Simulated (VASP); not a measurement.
# InSb (I-4m2) in VASP: settings compared, part 2 of 2

VASP 6.6.1.

## Step 4: Relaxation of cell and atoms, PBEsol

Input file INCAR:

```
SYSTEM = InSb
ALGO = Normal
EDIFF = 1E-7
EDIFFG = -0.005
ENCUT = 600
GGA = PS
IBRION = 2
ISIF = 3
ISMEAR = 0
LASPH = .TRUE.
LCHARG = .FALSE.
LREAL = .FALSE.
LWAVE = .FALSE.
NELM = 80
NSW = 90
PREC = Accurate
SIGMA = 0.1
```

Input file KPOINTS:

```
k-points
0
G
  6 6 6
  0 0 0
```

Input file POSCAR:

```
InSb
1.0
   -2.9447400000      2.9447400000      1.6363770000
    2.9447400000     -2.9447400000      1.6363770000
    2.9447400000      2.9447400000     -1.6363770000
In Sb
1 1
Direct
    0.7500000000      0.2500000000      0.5000000000
    0.0000000000      0.0000000000      0.0000000000
```

Potentials or basis: VASP PAW PBE potentials, release 64 (In_d, Sb).

The run is started by

```bash
$ cat potpaw_PBE.64/In_d/POTCAR potpaw_PBE.64/Sb/POTCAR > POTCAR
$ mpirun -np 1 vasp_std > vasp.out
```

OUTCAR:

```text
SYSTEM = InSb
   EDIFF = 1E-7
   EDIFFG = -0.005
   ENCUT = 600
   GGA = PS
   IBRION = 2
   ISIF = 3
   ISMEAR = 0
   LASPH = .TRUE.
   LREAL = .FALSE.
   NELM = 80
   NSW = 90
   PREC = Accurate

 ion  position               nearest neighbor table
   1  0.750  0.250  0.500-   2 3.06   2 3.06   2 3.06   2 3.06   2 3.83   2 3.83   2 3.83   2 3.83

   2  0.000  0.000  0.000-   1 3.06   1 3.06   1 3.06   1 3.06   1 3.83   1 3.83   1 3.83   1 3.83

  LATTYP: Found a body centered tetragonal cell.
 ALAT       =     5.8894800000
 C/A-ratio  =     0.5556949001

  Lattice vectors:

 A1 = (  -2.9447400000,   2.9447400000,   1.6363770000)
 A2 = (   2.9447400000,  -2.9447400000,   1.6363770000)
 A3 = (   2.9447400000,   2.9447400000,  -1.6363770000)

Analysis of symmetry for initial positions (statically):
[... 679 lines left out ...]

------------------------ aborting loop because EDIFF is reached ----------------------------------------
[... 67 lines left out ...]
--------------------------------------- Ionic step       11  -------------------------------------------

 number of electron      18.0000000 magnetization

 Free energy of the ion-electron system (eV)
  ---------------------------------------------------
  ext. energy  EPLUGINS =         0.00000000
  ---------------------------------------------------
  free energy    TOTEN  =        -7.62993063 eV

  energy without entropy =       -7.62354859  energy(sigma->0) =       -7.62673961

 E-fermi :   7.8159     XC(G=0): -10.2610

 val. band max:        7.7353101400   @ k =  -0.1667   0.3333   0.1667
 cond. band min:       7.8428134967   @ k =   0.3333   0.1667  -0.0000
 fundamental gap:      0.1075033567
 Fermi energy:         7.8158549405

 k-point     1 :       0.0000    0.0000    0.0000
  band No.  band energies     occupation
      1      -7.2345      2.00000
      2      -6.8752      2.00000
      3      -6.8738      2.00000
      4      -6.7204      2.00000
      5      -6.7204      2.00000
      6      -4.1352      2.00000
      7       3.7907      2.00000
      8       5.1895      2.00000
      9       5.1895      2.00000
     10      10.5487      0.00000
     11      13.5087      0.00000
     12      13.6165      0.00000
     13      13.6165      0.00000
[... 397 lines left out ...]
  FREE ENERGIE OF THE ION-ELECTRON SYSTEM (eV)
  ---------------------------------------------------
  free  energy   TOTEN  =        -7.6299306322 eV

  energy  without entropy=       -7.6235485899  energy(sigma->0) =       -7.62673961

 reached required accuracy - stopping structural energy minimisation
```

OSZICAR:

```text
N       E                     dE             d eps       ncg     rms          rms(c)
DAV:   1     0.109702743005E+03    0.10970E+03   -0.88363E+03   785   0.161E+03
DAV:   2    -0.295336186309E+00   -0.11000E+03   -0.10784E+03   790   0.338E+02
DAV:   3    -0.740927064220E+01   -0.71139E+01   -0.70026E+01  1035   0.857E+01
DAV:   4    -0.758584309548E+01   -0.17657E+00   -0.17597E+00   854   0.151E+01
[... 96 lines left out ...]
DAV:   3    -0.762993279379E+01    0.19141E-04   -0.57033E-05  1030   0.149E-01    0.966E-03
DAV:   4    -0.762993157912E+01    0.12147E-05   -0.18771E-06   785   0.140E-02    0.533E-03
DAV:   5    -0.762993086929E+01    0.70983E-06   -0.28404E-07   834   0.555E-03    0.235E-03
DAV:   6    -0.762993064499E+01    0.22430E-06   -0.56000E-08   411   0.251E-03    0.464E-04
DAV:   7    -0.762993063218E+01    0.12811E-07   -0.90124E-09   390   0.133E-03
  11 F= -.76299306E+01 E0= -.76267396E+01  d E =-.563182E-05
```

CONTCAR:

```text
InSb
   1.00000000000000
    -2.9702244291461839    2.9702244291461839    1.5164862612364307
     2.9702244291461839   -2.9702244291461839    1.5164862612364307
     2.9702244291461839    2.9702244291461839   -1.5164862612364307
  In              Sb
     1     1
Direct
     0.7500000000000000    0.2500000000000000    0.5000000000000000
     0.0000000000000000    0.0000000000000000    0.0000000000000000

  0.00000000E+00  0.00000000E+00  0.00000000E+00
  0.00000000E+00  0.00000000E+00  0.00000000E+00
```

Run time: 75 s. Hardware: 1 thread of Intel Xeon 6975P-C (Granite Rapids), shared host; peak memory 0.22 GiB.

Results:

```yaml
Free_energy: -7.6299 eV
Relaxed_volume: 26.76 Å³/atom
Relaxed_cell: a = 4.466 Å, b = 4.466 Å, c = 4.466 Å, α = 96.62°, β = 96.62°, γ = 140.30°
Space_group_after_relaxing_to_0.05_Å: I-4m2 (No. 119)
Energy_gained_by_relaxing: 47.0 meV/atom
Ionic_steps: 11
Pressure_after_relaxing: 0.0 GPa
Band_gap_on_the_k_mesh: none (metal or under the smearing width)
```

Step by step:
| step | energy change (eV) | largest force (eV/Å) | pressure (GPa) | volume (Å³) |
| --- | --- | --- | --- | --- |
| 1 | 0.0000 | 0.0000 | -2.74 | 56.76 |
| 2 | -0.0569 | 0.0000 | 0.67 | 52.85 |
| 3 | -0.0585 | 0.0000 | 1.40 | 52.19 |
| 4 | -0.0778 | 0.0000 | 2.51 | 51.42 |
| 5 | -0.0812 | 0.0000 | 2.12 | 51.62 |
| 6 | -0.0938 | 0.0000 | -0.32 | 53.83 |
| 7 | -0.0941 | 0.0000 | -0.02 | 53.52 |
| 8 | -0.0941 | 0.0000 | 0.02 | 53.48 |
| 9 | -0.0941 | 0.0000 | 0.04 | 53.47 |
| 10 | -0.0941 | 0.0000 | 0.04 | 53.47 |
| 11 | -0.0941 | 0.0000 | 0.00 | 53.52 |

Final structure:
```
In Sb
1.0
    -2.97022    2.97022    1.51649
     2.97022   -2.97022    1.51649
     2.97022    2.97022   -1.51649
In Sb
1 1
Direct
  0.75000 0.25000 0.50000
  0.00000 0.00000 0.00000
```

Levels at points of the mesh, in eV from the Fermi level:
```tsv
k point	band 6	band 7	band 8	band 9	band 10	band 11	band 12	band 13
(0.00, 0.00, 0.00)	-11.95	-4.03	-2.63	-2.63	2.73	5.69	5.80	5.80
(0.50, 0.00, 0.00)	-7.96	-5.27	-2.42	-1.51	-1.23	2.35	2.76	4.76
(0.50, 0.50, 0.00)	-10.92	-7.94	-0.97	0.97	1.18	1.24	5.16	8.66
(0.50, 0.50, 0.50)	-9.99	-6.05	-5.15	-5.15	4.77	6.87	8.27	8.27
```

Caveat: the k mesh is coarse (spacing up to 0.37 Å⁻¹), so the values aren't converged; the PAW data sets were made with another functional, which shifts forces and pressure a little.

## Step 5: Single point, PBEsol

Input file INCAR:

```
SYSTEM = InSb
PREC = Accurate
ENCUT = 520
EDIFF = 1E-6
ISMEAR = 0
SIGMA = 0.1
LREAL = .False.
LASPH = .True.
NELM = 80
ALGO = Normal
ISIF = 2
LWAVE = .False.
LCHARG = .False.
GGA = PS
NBANDS = 16
```

Input file KPOINTS:

```
regular mesh
0
Gamma
  14 14 14
  0 0 0
```

POSCAR is that of step 4.

Potentials or basis: VASP PAW PBE potentials, release 64 (In_d, Sb).

The run is started by

```bash
$ cat potpaw_PBE.64/In_d/POTCAR potpaw_PBE.64/Sb/POTCAR > POTCAR
$ mpirun -np 1 vasp_std > vasp.out
```

OUTCAR:

```text
SYSTEM = InSb
   PREC = Accurate
   ENCUT = 520
   EDIFF = 1E-6
   ISMEAR = 0
   LREAL = .False.
   LASPH = .True.
   NELM = 80
   ISIF = 2
   GGA = PS

 ion  position               nearest neighbor table
   1  0.750  0.250  0.500-   2 3.06   2 3.06   2 3.06   2 3.06   2 3.83   2 3.83   2 3.83   2 3.83

   2  0.000  0.000  0.000-   1 3.06   1 3.06   1 3.06   1 3.06   1 3.83   1 3.83   1 3.83   1 3.83

  LATTYP: Found a body centered tetragonal cell.
 ALAT       =     5.8894800000
 C/A-ratio  =     0.5556949001

  Lattice vectors:

 A1 = (  -2.9447400000,   2.9447400000,   1.6363770000)
 A2 = (   2.9447400000,  -2.9447400000,   1.6363770000)
 A3 = (   2.9447400000,   2.9447400000,  -1.6363770000)

Analysis of symmetry for initial positions (statically):
=====================================================================
 Subroutine PRICEL returns:
 Original cell was already a primitive cell.

 Routine SETGRP: Setting up the symmetry group for a
 body centered tetragonal supercell.

 Subroutine GETGRP returns: Found  8 space group operations
 (whereof  8 operations were pure point group operations)
 out of a pool of 16 trial point group operations.

The static configuration has the point symmetry D_2d.

Analysis of symmetry for dynamics (positions and initial velocities):
=====================================================================
 Subroutine PRICEL returns:
 Original cell was already a primitive cell.

 Routine SETGRP: Setting up the symmetry group for a
 body centered tetragonal supercell.

 Subroutine GETGRP returns: Found  8 space group operations
 (whereof  8 operations were pure point group operations)
 out of a pool of 16 trial point group operations.

The dynamic configuration has the point symmetry D_2d.

 Subroutine INISYM returns: Found  8 space group operations
 (whereof  8 operations are pure point group operations),
 and found     1 'primitive' translations
[... 113 lines left out ...]
   IMIX   =      4    mixing-type and parameters
     AMIX     =   0.40;   BMIX     =  1.00
     AMIX_MAG =   1.60;   BMIX_MAG =  1.00
  volume/ion in A,a.u.               =      28.38       191.52
  Fermi-wavevector in a.u.,A,eV,Ry     =   1.116400  2.109690 16.957613  1.246349
  Thomas-Fermi vector in A             =   2.253014
   LORBIT       =      0    0 simple, 1 ext, 2 COOP (PROOUT), +10 PAW based schemes
   GGA     = PS    functional components
   LHFCALC =     F    Hartree Fock is set to
   AEXX    =    0.0000 exact exchange contribution
   IVDW    =     0    specifies the selected vdW correction
   LEPSILON=     F    determine dielectric tensor
   LRPA    =     F    only Hartree local field effects (RPA)
 non-spin polarized calculation
 Gauss-broadening in eV      SIGMA  =   0.10
  energy-cutoff  :      520.00
  volume of cell :       56.76
 maximum number of plane-waves:      1544
 NGX is ok and might be reduce to    36
   NGX = 17   NGY = 17   NGZ = 17

 number of electron      17.9999998 magnetization

 Free energy of the ion-electron system (eV)
  ---------------------------------------------------
  ext. energy  EPLUGINS =         0.00000000
  ---------------------------------------------------
  free energy    TOTEN  =        -7.54824536 eV

  energy without entropy =       -7.54323917  energy(sigma->0) =       -7.54574226

 E-fermi :   6.8847     XC(G=0):  -9.9986

 val. band max:        6.8700939563   @ k =  -0.2143  -0.3571   0.0714
 cond. band min:       6.8935918758   @ k =   0.1429   0.0714   0.0714
 fundamental gap:      0.0234979195
 Fermi energy:         6.8846664079

 k-point     1 :       0.0000    0.0000    0.0000
  band No.  band energies     occupation
      1      -7.7410      2.00000
      2      -7.5330      2.00000
      3      -7.5287      2.00000
      4      -7.4534      2.00000
      5      -7.4534      2.00000
      6      -4.3416      2.00000
[... 433 lines left out ...]
      3      -7.5424      2.00000
      4      -7.4848      2.00000
      5      -7.4024      2.00000
      6      -1.7450      2.00000
[... 8 lines left out ...]
     15      14.5411      0.00000
     16      16.0592      0.00000

 [... further k-points ...]

------------------------ aborting loop because EDIFF is reached ----------------------------------------

  FORCE on cell =-STRESS in cart. coord.  units (eV):
  Direction    XX          YY          ZZ          XY          YZ          ZX
  --------------------------------------------------------------------------------------
  -------------------------------------------------------------------------------------
  Total       -0.9228659     -0.9228659     -1.1964648      0.0000000      0.0000000      0.0000000
  in kB      -26.0502500    -26.0502500    -33.7732811      0.0000000      0.0000000      0.0000000
  external PRESSURE =     -28.6245937 kB  Pullay stress =       0.0000000 kB

 VOLUME and BASIS-vectors are now :
 -----------------------------------------------------------------------------
  energy-cutoff  :      520.00
  volume of cell :       56.76
      direct lattice vectors                 reciprocal lattice vectors
    -2.944740000  2.944740000  1.636377000     0.000000000  0.169794277  0.305553060
     2.944740000 -2.944740000  1.636377000     0.169794277  0.000000000  0.305553060
     2.944740000  2.944740000 -1.636377000     0.169794277  0.169794277  0.000000000

 POSITION                                       TOTAL-FORCE (eV/Angst)
 -----------------------------------------------------------------------------------
     -0.00000      2.94474      0.81819        -0.000000      0.000000     -0.000000
      0.00000      0.00000      0.00000         0.000000     -0.000000      0.000000
 -----------------------------------------------------------------------------------
    total drift:                                0.000000     -0.000000     -0.000000

  FREE ENERGIE OF THE ION-ELECTRON SYSTEM (eV)
  ---------------------------------------------------
  free  energy   TOTEN  =        -7.5482453566 eV

  energy  without entropy=       -7.5432391677  energy(sigma->0) =       -7.54574226
```

It took 65 s on 1 thread of Intel Xeon 6975P-C (Granite Rapids), shared host; peak memory 0.37 GiB.

Results:

```
Free energy            : -7.5482 eV
Pressure               : -2.9 GPa
Band gap on the k mesh : none (metal or under the smearing width)
```

Levels at points of the mesh, in eV from the Fermi level:
| k point | band 5 | band 6 | band 7 | band 8 | band 9 | band 10 | band 11 | band 12 | band 13 | band 14 |
| --- | --- | --- | --- | --- | --- | --- | --- | --- | --- | --- |
| (0.00, 0.00, 0.00) | -14.34 | -11.23 | -3.16 | -1.92 | -1.92 | 3.33 | 4.34 | 6.47 | 6.47 | 8.21 |
| (0.50, 0.00, 0.00) | -14.27 | -8.11 | -4.87 | -2.13 | -1.27 | -1.16 | 2.51 | 2.96 | 4.88 | 7.38 |
| (0.50, 0.50, 0.00) | -14.32 | -10.13 | -7.28 | -0.29 | 1.72 | 1.85 | 1.96 | 3.91 | 7.19 | 8.13 |
| (0.50, 0.50, 0.50) | -14.33 | -9.18 | -5.34 | -4.52 | -4.52 | 3.35 | 5.39 | 9.01 | 9.01 | 12.40 |

Caveat: the PAW data sets were made with another functional, which shifts forces and pressure a little. Spin-orbit coupling is left out, which matters for the levels of Sb.

## Step 6: Relaxation of cell and atoms, PBEsol

Input file INCAR:

```
SYSTEM = InSb
ALGO = Normal
EDIFF = 1E-7
EDIFFG = -0.005
ENCUT = 580
GGA = PS
IBRION = 2
ISIF = 3
ISMEAR = 0
LASPH = .TRUE.
LCHARG = .FALSE.
LREAL = .FALSE.
LWAVE = .FALSE.
NELM = 80
NSW = 90
PREC = Accurate
SIGMA = 0.1
```

Input file KPOINTS:

```
k-points
0
G
  14 14 14
  0 0 0
```

POSCAR is that of step 5.

Potentials or basis: VASP PAW PBE potentials, release 64 (In, Sb).

The run is started by

```bash
$ cat potpaw_PBE.64/In/POTCAR potpaw_PBE.64/Sb/POTCAR > POTCAR
$ mpirun -np 1 vasp_std > vasp.out
```

It took 2.5 min on 1 thread of Intel Xeon 6975P-C (Granite Rapids), shared host; peak memory 0.36 GiB.

Results (log left out):

- Free energy: -7.5654 eV
- Relaxed volume: 26.89 Å³/atom
- Relaxed cell: a = 4.413 Å, b = 4.413 Å, c = 4.413 Å, α = 97.42°, β = 97.42°, γ = 137.87°
- Space group after relaxing (to 0.05 Å): I-4m2 (No. 119)
- Energy gained by relaxing: 14.0 meV/atom
- Ionic steps: 7
- Pressure after relaxing: 0.0 GPa
- Band gap on the k mesh: none (metal or under the smearing width)

Step by step:
| step | energy change (eV) | largest force (eV/Å) | pressure (GPa) | volume (Å³) |
| --- | --- | --- | --- | --- |
| 1 | 0.0000 | 0.0000 | -2.59 | 56.76 |
| 2 | -0.0251 | 0.0000 | 0.80 | 53.07 |
| 3 | -0.0265 | 0.0000 | 0.08 | 53.74 |
| 4 | -0.0277 | 0.0000 | 0.05 | 53.74 |
| 5 | -0.0280 | 0.0000 | 0.04 | 53.74 |
| 6 | -0.0280 | 0.0000 | 0.04 | 53.74 |
| 7 | -0.0280 | 0.0000 | -0.02 | 53.79 |

Final structure:
```cif
data_structure
_symmetry_space_group_name_H-M 'P 1'
_symmetry_Int_Tables_number 1
_cell_length_a 4.4127
_cell_length_b 4.4127
_cell_length_c 4.4127
_cell_angle_alpha 97.423
_cell_angle_beta 97.423
_cell_angle_gamma 137.869
_cell_volume 53.79
loop_
_atom_site_label
_atom_site_type_symbol
_atom_site_fract_x
_atom_site_fract_y
_atom_site_fract_z
_atom_site_occupancy
In1 In 0.75000 0.25000 0.50000 1
Sb1 Sb 0.00000 0.00000 0.00000 1
```

Levels at points of the mesh, in eV from the Fermi level:
```csv
k point,band 1,band 2,band 3,band 4,band 5,band 6,band 7,band 8
"(0.00, 0.00, 0.00)",-11.65,-3.22,-2.17,-2.17,3.15,4.89,6.58,6.58
"(0.50, 0.00, 0.00)",-8.16,-5.12,-2.19,-1.32,-1.27,2.45,3.06,5.06
"(0.50, 0.50, 0.00)",-10.49,-7.64,-0.45,1.61,1.77,1.96,4.33,7.70
"(0.50, 0.50, 0.50)",-9.60,-5.56,-4.88,-4.88,3.83,5.84,9.28,9.28
```

Caveat: the PAW data sets were made with another functional, which shifts forces and pressure a little. Spin-orbit coupling is left out, which matters for the levels of Sb.

## Step 7: Relaxation of cell and atoms, RPBE

Changes to INCAR since step 6:

```diff
@@ -4,4 +4,4 @@
 EDIFFG = -0.005
-ENCUT = 580
-GGA = PS
+ENCUT = 600
+GGA = RP
 IBRION = 2
```

KPOINTS is that of step 6.

POSCAR is that of step 6.

Potentials or basis: VASP PAW PBE potentials, release 64 (In_d, Sb).

The run is started by

```bash
$ cat potpaw_PBE.64/In_d/POTCAR potpaw_PBE.64/Sb/POTCAR > POTCAR
$ mpirun -np 1 vasp_std > vasp.out
```

It took 3.5 min on 1 thread of Intel Xeon 6975P-C (Granite Rapids), shared host; peak memory 0.41 GiB.

Results (log left out):

```yaml
Free_energy: -5.9508 eV
Relaxed_volume: 29.27 Å³/atom
Relaxed_cell: a = 4.533 Å, b = 4.533 Å, c = 4.533 Å, α = 97.51°, β = 97.51°, γ = 137.63°
Space_group_after_relaxing_to_0.05_Å: I-4m2 (No. 119)
Energy_gained_by_relaxing: 4.5 meV/atom
Ionic_steps: 5
Pressure_after_relaxing: 0.0 GPa
Band_gap_on_the_k_mesh: none (metal or under the smearing width)
```

The path:
```
step  energy change (eV)  largest force (eV/Å)  pressure (GPa)  volume (Å³)
   1              0.0000                0.0000            1.41        56.76
   2             -0.0087                0.0000           -0.19        58.83
   3             -0.0088                0.0000           -0.05        58.63
   4             -0.0090                0.0000           -0.02        58.58
   5             -0.0091                0.0000            0.01        58.53
```

Final structure:
```cif
data_structure
_symmetry_space_group_name_H-M 'P 1'
_symmetry_Int_Tables_number 1
_cell_length_a 4.5330
_cell_length_b 4.5330
_cell_length_c 4.5330
_cell_angle_alpha 97.506
_cell_angle_beta 97.506
_cell_angle_gamma 137.625
_cell_volume 58.53
loop_
_atom_site_label
_atom_site_type_symbol
_atom_site_fract_x
_atom_site_fract_y
_atom_site_fract_z
_atom_site_occupancy
In1 In 0.75000 0.25000 0.50000 1
Sb1 Sb 0.00000 0.00000 0.00000 1
```

Levels at points of the mesh, in eV from the Fermi level:
```csv
k point,band 6,band 7,band 8,band 9,band 10,band 11,band 12,band 13
"(0.00, 0.00, 0.00)",-11.03,-3.29,-1.91,-1.91,3.33,4.34,6.26,6.26
"(0.50, 0.00, 0.00)",-8.01,-4.71,-2.12,-1.19,-1.12,2.57,2.86,4.75
"(0.50, 0.50, 0.00)",-10.02,-7.10,-0.39,1.65,1.77,1.82,3.95,7.33
"(0.50, 0.50, 0.50)",-9.18,-5.27,-4.37,-4.37,3.44,5.56,8.64,8.64
```

Caveat: the PAW data sets were made with another functional, which shifts forces and pressure a little. The run has no spin-orbit coupling, so splittings on Sb are missing.

## Step 8: Overview

```csv
task,level,potentials or basis,cell,k mesh,cutoff (eV),mesh quality,gap on the mesh (eV),pressure (GPa),relaxed volume (Å³/atom)
relaxation of cell and atoms,PBE+D3(BJ),"VASP PAW PBE potentials, release 64 (In_d, Sb)",relaxed,14 × 14 × 14,600,not flagged,none,0.0,26.97
relaxation of cell and atoms,PBEsol,"VASP PAW PBE potentials, release 64 (In_d, Sb)",relaxed,14 × 14 × 14,300,not flagged,none,0.0,26.59
relaxation of cell and atoms,PBEsol,"VASP PAW PBE potentials, release 64 (In_d, Sb)",relaxed,6 × 6 × 6,600,coarse,none,0.0,26.76
single point,PBEsol,"VASP PAW PBE potentials, release 64 (In_d, Sb)",as given,14 × 14 × 14,520,not flagged,none,-2.9,-
relaxation of cell and atoms,PBEsol,"VASP PAW PBE potentials, release 64 (In, Sb)",relaxed,14 × 14 × 14,580,not flagged,none,0.0,26.89
relaxation of cell and atoms,RPBE,"VASP PAW PBE potentials, release 64 (In_d, Sb)",relaxed,14 × 14 × 14,600,not flagged,none,0.0,29.27
```

Alike in all rows: no spin polarisation; smearing gaussian 0.1 eV.

Caveats: some runs use coarse meshes; the PAW data sets were made with another functional, which shifts forces and pressure a little (some runs); pairwise dispersion overbinds metals, which lowers pressure and volume (some runs).

Absolute energies hang on the potentials; compare differences alone.
